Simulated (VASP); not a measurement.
# CdS: single point with PBE

Crystal: CdS.

```
Cd S
1.0
     0.00000    2.91000    2.91000
     2.91000    0.00000    2.91000
     2.91000    2.91000    0.00000
Cd S
1 1
Direct
  0.00000 0.00000 0.00000
  0.75000 0.75000 0.75000
```

```json
{"Program": "VASP 6.6.1", "Task": "single point", "Functional": "PBE", "Potentials or basis": "VASP PAW PBE potentials, release 64 (Cd, S)", "Cutoff": "520 eV", "k mesh": "8 × 8 × 8", "Occupations": "fermi-dirac, width 0.01 eV", "Spin": "no spin polarisation", "Dipole correction": "no", "Further INCAR settings": "ALGO = Normal; EDIFF = 1e-06; NBANDS = 16"}
```

| Item | Value |
| --- | --- |
| Pressure | 3.7 GPa |
| Band gap on the k mesh | 1.16 eV, direct |

Levels at points of the mesh, in eV from the valence-band top:
```
           k point  band 5  band 6  band 7  band 8  band 9  band 10  band 11  band 12  band 13  band 14
(0.00, 0.00, 0.00)   -7.26   -7.26    0.00    0.00    0.00     1.16     6.55     6.55     6.55    11.48
(0.50, 0.00, 0.00)   -7.22   -6.88   -4.44   -0.76   -0.76     3.03     7.01     7.01     7.50    11.11
(0.50, 0.50, 0.00)   -7.17   -6.81   -3.98   -1.90   -1.90     3.54     4.36     9.26    10.82    10.82
```

It took 21 s on 1 thread of Intel(R) Xeon(R) Platinum 8259CL CPU @ 2.50GHz (Skylake/Cascade Lake), on a shared host, peak memory 0.18 GiB.

PBE gaps usually lie below the measured ones, often by a third to a half.
